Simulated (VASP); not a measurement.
# A VASP 6.6.1 single-point calculation on InAs

INCAR

```
GGA = PE
EDIFF = 1E-7
SIGMA = 0.2
LREAL = .FALSE.
LASPH = .TRUE.
IBRION = -1
ISMEAR = -5
NBANDS = 16
LWAVE = .FALSE.
ISIF = 2
ENCUT = 520
LCHARG = .FALSE.
NELM = 81
PREC = Accurate
NSW = 0
```

KPOINTS

```
KPOINTS created by Atomic Simulation Environment
0
Gamma
8 8 8
0 0 0
```

POSCAR

```
In As
 1.0000000000000000
     0.0000000000000000    3.1462281872000002    2.9527074487000000
     3.1462281872000002    0.0000000000000000    2.9527074487000000
     3.1462281872000002    3.1462281872000002    0.0000000000000000
 In  As
   1   1
Cartesian
  0.0000000000000000  0.0000000000000000  0.0000000000000000
  1.5731140935999999  1.5731140935999999  1.4763537243500000
```

The recommended PBE PAW datasets give the neutral cell 18 valence electrons.

Command

```
mpirun -np 1 vasp_std
```

Q: How does this run end, and what does it give?

A: It converged. Results: gap between bands v and c on the k mesh 0.25 eV; least direct gap on the k mesh 0.26 eV; pressure 0.6 GPa. Band v is the last that the valence electrons fill when counted band by band, and c is the next.

OSZICAR

```
N       E                     dE             d eps       ncg     rms          rms(c)
DAV:   1     0.114244613121E+03    0.11424E+03   -0.82982E+03  1896   0.119E+03
DAV:   2    -0.887594694464E-01   -0.11433E+03   -0.11002E+03  2112   0.296E+02
DAV:   3    -0.775114425135E+01   -0.76624E+01   -0.76254E+01  2416   0.757E+01
DAV:   4    -0.795156468262E+01   -0.20042E+00   -0.20038E+00  2384   0.138E+01
DAV:   5    -0.796046040308E+01   -0.88957E-02   -0.88956E-02  2776   0.245E+00    0.413E+00
DAV:   6    -0.771869788925E+01    0.24176E+00   -0.37339E-01  2976   0.969E+00    0.229E+00
DAV:   7    -0.769797767223E+01    0.20720E-01   -0.10606E-01  2600   0.271E+00    0.704E-01
DAV:   8    -0.769920651714E+01   -0.12288E-02   -0.12047E-02  2384   0.123E+00    0.165E-01
DAV:   9    -0.769983613959E+01   -0.62962E-03   -0.98846E-04  2400   0.285E-01    0.100E-01
DAV:  10    -0.769997800795E+01   -0.14187E-03   -0.16230E-04  2544   0.161E-01    0.563E-02
DAV:  11    -0.770002406738E+01   -0.46059E-04   -0.11407E-04  2224   0.106E-01    0.398E-02
DAV:  12    -0.770002514410E+01   -0.10767E-05   -0.61496E-06  2272   0.236E-02    0.939E-03
DAV:  13    -0.770002556066E+01   -0.41656E-06   -0.16484E-06  2392   0.764E-03    0.337E-03
DAV:  14    -0.770002564510E+01   -0.84442E-07   -0.10925E-07  2200   0.270E-03
   1 F= -.77000256E+01 E0= -.77000256E+01  d E =0.000000E+00
```

For comparison, a separate PBE run of the intended cell, on usual settings and not on those above, gives a gap of 0.25 eV on its mesh and a pressure of 0.6 GPa.
